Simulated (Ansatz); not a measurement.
# Sn on Mg(0001), bridge start, 2x2 cell: photoemission fingerprints, part 3 of 3

Wanted: core-level shifts and unfolded surface bands for Sn on Mg(0001), bridge start, 2x2 cell.

Ansatz 0.2.0; DFT, PBE, plane-wave PAW, default files, scalar-relativistic (the session's first sound run).

So far, work function, upper face (eV): step 2 (the clean face, PBE) 3.76; step 3 (relaxation, PBE) 4.36; step 4 (bands by layer, PBE) 4.36; step 5 (with spin–orbit coupling, PBE spin-orbit) 4.36.

### 6. Core levels by total-energy differences

This step: DFT, PBE, plane-wave PAW, default files, scalar-relativistic (Ansatz 0.2.0).

XPS shifts tell sites apart. Each chosen atom gets a core hole in a self-consistent pass of its own.

File input.yaml:

```yaml
crystal:
  lattice:
    - [6.38, 0.0, 0.0]
    - [3.19, 5.5252420761, 0.0]
    - [0.0, 0.0, 24.835]
  atoms:
    - { symbol: Sn_h, position: [0.284047308, -0.0680645041, 0.7027813266] }
    - { symbol: Mg, position: [-0.0022679625, -0.0238109948, 0.6100574603] }
    - { symbol: Mg_h, position: [0.5260656012, -0.0237964106, 0.610052941] }
    - { symbol: Mg_h, position: [0.0252657581, 0.4494563653, 0.6308813526] }
    - { symbol: Mg, position: [0.500614032, 0.4987765395, 0.6243384247] }
    - { symbol: Mg, position: [0.830830252, 0.3363956497, 0.5134649938] }
    - { symbol: Mg, position: [0.3327756785, 0.336391851, 0.5134639744] }
    - { symbol: Mg, position: [0.8377758266, 0.824464045, 0.5089602593] }
    - { symbol: Mg, position: [0.3342431969, 0.8315109046, 0.5088725888] }
    - { symbol: Mg_h, position: [0.0, 0.0, 0.406482786] }
    - { symbol: Mg, position: [0.5, 0.0, 0.406482786] }
    - { symbol: Mg, position: [0.0, 0.5, 0.406482786] }
    - { symbol: Mg, position: [0.5, 0.5, 0.406482786] }
    - { symbol: Mg, position: [0.833333333, 0.333333333, 0.301993155] }
    - { symbol: Mg, position: [0.333333333, 0.333333333, 0.301993155] }
    - { symbol: Mg, position: [0.833333333, 0.833333333, 0.301993155] }
    - { symbol: Mg, position: [0.333333333, 0.833333333, 0.301993155] }
kpoints:
  mp_grid: { grid: [6, 6, 1] }
scf:
  occupations: { method: fermi_dirac, width: 0.05 }
  n_extra_bands: 14
hamiltonian:
  xc: pbe
  pseudopotentials: { kind: paw }
output:
  forces: true
  write_potential: true
  volumetric_format: []
  core_levels:
    shells: { Sn_h: "3d", Mg_h: "2p" }
    counted_from: fermi_level
    add_spin: always
efield:
  axis: 3
  dipole_correction: true
```

The run is started by

```
> ansatz run input.yaml --threads 8 --pin off --max-ram 20480MiB --backend cpu --events-out ev --progress --plain --runs-dir out
```

Elapsed: 4.2 min, on 8 threads of Arm Neoverse V2, shared host; peak memory 4.8 GiB.

Numbers from this step:

- free energy: -36802.2816 eV
- energy at zero smearing: -36802.2477 eV
- smearing term TS: 0.06781 eV
- Fermi energy: 0.4860 eV
- work function, upper face: 4.358 eV

Each level is the free energy with the hole less that without it. The electron goes to the Fermi level, so the difference is a binding energy from E_F. The hole's nearest image is 6.4 Å away.

```csv
atom,region,shell,level (eV),shift (eV),j lines (eV),doubts
Sn1,adsorbate,3d,483.76,-,488.80 / 480.40,-
Mg3,layer 1,2p,49.71,-0.04,49.89 / 49.62,-
Mg4,layer 1,2p,50.17,+0.42,50.34 / 50.08,-
Mg10,layer 3,2p,49.74,+0.00,49.92 / 49.65,-
```

Levels of p, d and f shells are means over their two j lines, weighted by degeneracy; the splitting comes from the atom's own solve. Shifts count from the last listed atom of each element.

The Mg 2p lines of the listed atoms alone (other atoms of the cell aren't counted), as Gaussians 0.3 eV wide, no depth weighting. Intensity against Mg 2p level; read off at these points:

Mg 2p level (eV), intensity (%) and a bar:
```
    49.00          0 
    49.10          0 
    49.20          0 
    49.30          3 #
    49.40         18 #####
    49.50         54 ################
    49.60         93 ############################
    49.66        100 ##############################
    49.70         97 #############################
    49.80         80 ########################
    49.90         77 #######################
    50.00         77 #######################
    50.10         65 ####################
    50.20         45 ##############
    50.30         33 ##########
    50.40         23 #######
    50.50         11 ###
    50.60          3 #
    50.70          0 
    50.80          0 
    50.90          0
```

### 7. Density and potential on the grid

The density, the localisation function and the potential are written on the grid, to look at the bonding.

input.yaml, as its differences from that of step 6:

```diff
@@ -6,6 +6,6 @@
   atoms:
-    - { symbol: Sn_h, position: [0.284047308, -0.0680645041, 0.7027813266] }
+    - { symbol: Sn, position: [0.284047308, -0.0680645041, 0.7027813266] }
     - { symbol: Mg, position: [-0.0022679625, -0.0238109948, 0.6100574603] }
-    - { symbol: Mg_h, position: [0.5260656012, -0.0237964106, 0.610052941] }
-    - { symbol: Mg_h, position: [0.0252657581, 0.4494563653, 0.6308813526] }
+    - { symbol: Mg, position: [0.5260656012, -0.0237964106, 0.610052941] }
+    - { symbol: Mg, position: [0.0252657581, 0.4494563653, 0.6308813526] }
     - { symbol: Mg, position: [0.500614032, 0.4987765395, 0.6243384247] }
@@ -15,3 +15,3 @@
     - { symbol: Mg, position: [0.3342431969, 0.8315109046, 0.5088725888] }
-    - { symbol: Mg_h, position: [0.0, 0.0, 0.406482786] }
+    - { symbol: Mg, position: [0.0, 0.0, 0.406482786] }
     - { symbol: Mg, position: [0.5, 0.0, 0.406482786] }
@@ -33,8 +33,6 @@
   forces: true
+  write_density: true
   write_potential: true
-  volumetric_format: []
-  core_levels:
-    shells: { Sn_h: "3d", Mg_h: "2p" }
-    counted_from: fermi_level
-    add_spin: always
+  elf: true
+  volumetric_format: npy
 efield:
```

Wall time 25 s (8 threads); peak memory 3.8 GiB; 3.3 min of CPU time.

Valence density in the ca plane at fractional y = 0.000, with atoms of Mg within 0.2 Å of it. It is the smooth field of the valence electrons, not physical close to the nuclei.

Values in e/Å³, 9 rows by 16 columns, each cell a mean:
```
 0  6  1  0  0  0  6  1  0  0  0  0  0  0  0  0
 0  0  0  0  0  0  0  0  0  0  0  0  0  0  0  0
 0  0  0  0  0  0  0  0  0  0  0  0  0  0  0  0
 0  3  0  0  0  0  4  1  0  0  0  0  0  0  0  0
 0 13  1  0  0  0 10  2  0  0  0  0  0  0  0  0
 0  1  0  0  0  0  0  0  1  1  0  0  0  0  0  0
 0  0  0  0  0  0  0  0  3  4  0  0  0  0  0  0
 0  0  0  0  0  0  0  0  1  1  0  0  0  0  0  0
 0 11  1  0  0  0  7  1  0  0  0  0  0  0  0  0
```
Columns run along c (16.0 Å, from fractional 0.34 to 0.99 of the cell), rows up along a (6.4 Å). Atoms in or near the plane, at fractional coordinates: Mg at (0.61, 0.00), Mg at (0.61, 0.53), Mg at (0.41, 0.00), Mg at (0.41, 0.50).

Electrostatic potential energy in the ca plane at fractional y = 0.000, with atoms of Mg within 0.2 Å of it. With pseudopotentials it is smooth inside the atoms' cores, unlike the true potential.

Ten even steps from '0' (-51 eV) to '9' (5 eV), each cell a mean:
```
98610068999999986000589999999999999999999999
99864578999999987534789999999999999999999999
99988889998889998878899999999999999999999999
99999999998888999989999999999999999999999999
99999999998888999989999999999999999999999999
99988889998889998878899999999999999999999999
99864578999999987534789999999999999999999999
98610068999999986000589999999999999999999999
98500058999999986000589999999999999999999999
98731378999999987534788888899999999999999999
99877789999889998878888666689999999999999999
99998999998888999999986688679999999999999999
99999999988788999999986799769999999999999999
99998899998888999999986688679999999999999999
99876789999899998878888666689999999999999999
98731278999999987524789888899999999999999999
98500058999999986000589999999999999999999999
```
Columns run along c (16.0 Å, from fractional 0.34 to 0.99 of the cell; values clipped at the 3rd and 97th percentile), rows up along a (6.4 Å). Atoms in or near the plane, at fractional coordinates: Mg at (0.61, 0.00), Mg at (0.61, 0.53), Mg at (0.41, 0.00), Mg at (0.41, 0.50).

ELF in the ca plane at fractional y = 0.000, with atoms of Mg within 0.2 Å of it. It is the smooth field of the valence electrons, not physical close to the nuclei.

Ten even steps from '0' (0.00) to '9' (0.75), each cell a mean:
```
72154522678899831545216655544321000000000000
74123214676678851243124432211000000000000000
66421246653235774211244211000000000000000000
56766677631013688766653210000000000000000000
56766677631013688766653210000000000000000000
66421246653235774111244211000000000000000000
74123214676678851343125432211000000000000000
72154522678899831545216655544321000000000000
72253421678999831545227766777642100000000000
73145412677888840343157555689864210000000000
65211125664356762111465444569986310000000000
56544566631013665446654311458997410000000000
56677777520002565567653200358997420000000000
56544466631013665445654312458997410000000000
65211125664457762111465444569986310000000000
73145412677888840343157555689864210000000000
72253421678999831545227766777642100000000000
```
Columns run along c (16.0 Å, from fractional 0.34 to 0.99 of the cell), rows up along a (6.4 Å). Atoms in or near the plane, at fractional coordinates: Mg at (0.61, 0.00), Mg at (0.61, 0.53), Mg at (0.41, 0.00), Mg at (0.41, 0.50).

### 8. Other settings: scf.mixing.algorithm = "broyden" and scf.mixing.beta = 0.9

This step: DFT, PBE, plane-wave PAW, default files, scalar-relativistic; changed: scf.mixing.algorithm = "broyden", scf.mixing.beta = 0.9 (Ansatz 0.2.0).

Some settings are changed to see whether the read-outs move.

input.yaml, as its differences from that of step 7:

```diff
@@ -27,3 +27,4 @@
   occupations: { method: fermi_dirac, width: 0.05 }
-  n_extra_bands: 14
+  n_extra_bands: 25
+  mixing: { algorithm: broyden, beta: 0.9 }
 hamiltonian:
@@ -33,6 +34,15 @@
   forces: true
-  write_density: true
   write_potential: true
-  elf: true
-  volumetric_format: npy
+  volumetric_format: []
+  dos:
+    projected:
+      site_lists:
+        adsorbate: [0]
+        layer_1: [1, 2, 3, 4]
+        layer_2: [5, 6, 7, 8]
+        layer_3: [9, 10, 11, 12]
+        other_layers: [13, 14, 15, 16]
+    de: 0.05
+    e_range: [-30, 12]
+    method: { smearing: { sigma: 0.15, scheme: gaussian } }
 efield:
```

It took 29 s on 8 threads; peak memory 4.1 GiB; 3.8 min of CPU time.

This step gave:

- share of occupied states in no projected shell: 0.1766 of the occupied states in the window

The two runs compared:

```csv
quantity,this run,base run,difference
"work function, lower face (eV)",3.764,3.7641,-1.0e-4
```

The work function move by 0.00 eV at most against the base run, and the converged energy is the same to the last digits.

### 9. Outcome

| Item | Value |
| --- | --- |
| work function | 4.36 eV (other face 3.76 eV) |
| change from the clean face | +0.60 eV |
| Mg core shifts among the listed atoms, from the last listed one | -0.04 to +0.42 eV |

**Reading.** The Fermi level of Sn on Mg(0001), bridge start, 2x2 cell lies 4.36 eV (other face 3.76 eV) below the vacuum, a change of +0.60 eV from the clean face. The sign fits the charge transfer: Sn is more electronegative than the metal and draws charge outwards, a dipole that raises the barrier. No level with weight over 0.3 between −3.0 and 3.0 eV at the labelled points has over 60 % of its weight in the top region and under 6 % in the middle, the test used here for a surface state; levels near these limits can still be surface states of a thicker slab. After relaxation Sn1 stands 2.08 Å above the top layer, bonded to 4 Mg atoms at 2.86 to 3.37 Å. The bare lower face differs from the lower face of the clean 1×1 slab by 0.00 eV, a measure of the error from mesh and slab. Core shifts: Mg -0.04 to +0.42 eV. Among the sites run, the most bound Mg 2p level is that of Mg4 (layer 1), bonded to 8 Mg and 1 Sn; the least bound, 0.46 eV shallower, that of Mg3 (layer 1), bonded to 9 Mg and 1 Sn. At 21.2 eV the valence spectrum has its highest listed peaks within 10.8 eV at 0.5 eV (Sn 5p), 0.8 eV (Sn 5p), 1.8 eV (Sn 5p) and 4.0 eV (Mg 3s). At 1486.7 eV the valence spectrum has its highest listed peaks within 13 eV at 1.0 eV (mixed, Sn 5p leading), 1.9 eV (Mg 3s), 2.9 eV (Mg 3s), 4.0 eV (Mg 3s) and 7.0 eV (Sn 5s), and the deeper Sn 4d line at 21.0 eV is higher still (without the spin–orbit splitting that a measurement shows). The shell named is the one with most of the intensity, cross sections included, not always the one with most states there. In the main run, from 1486.7 eV towards hard X-rays the Sn 5s share grows by 22 points, as its cross section falls more slowly with photon energy than those of the shells it gains on. With spin-orbit coupling on, the work function stays within 0.02 eV. Semilocal functionals put filled localised shells such as Sn 4d too near the top of the filled states. The slab's own atoms span 8.2 Å, so bulk bands appear as a few quantum-well levels, and states of the two faces can mix.

[Logs are printed without paths, hosts, clocks, repeated set-up lines and the standing remarks that a program may print on its own settings, such as how far it seeks lower states.]

[Hosts, paths, dates, database ids (printed as entryN), source tags and the programs' standing remarks are cut or masked in the printed files.]

[Maps of the electrostatic potential energy from Ansatz leave out the sawtooth potential of an applied field or a dipole correction, so their vacuum need not be flat; work functions include it.]
